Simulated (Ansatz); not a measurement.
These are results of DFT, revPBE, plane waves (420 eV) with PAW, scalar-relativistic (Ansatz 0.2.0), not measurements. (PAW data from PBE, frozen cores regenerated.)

An element in the hcp structure gives this curve. The cell is scaled uniformly from the relaxed one, with fractional coordinates and shape fixed. Energies are extrapolated to zero smearing, pressures are those at the given smearing. Magnetic state: spin not included.

| V (Å³/atom) | E − E₀ (meV/atom) | P (GPa) |
| --- | --- | --- |
| 17.263 | 49.4 | 7.66 |
| 18.048 | 20.0 | 4.48 |
| 18.832 | 4.6 | 1.99 |
| 19.617 | 0.0 | 0.04 |
| 20.402 | 3.9 | -1.49 |
| 21.186 | 14.5 | -2.69 |
| 21.971 | 30.3 | -3.63 |

(1) Which element is it?
A. silver
B. gold
C. gallium
D. aluminium

## Answers

(1) C. Its fit is V₀ = 19.61 Å³/atom, B₀ = 43 GPa, B₀′ = 5.2.
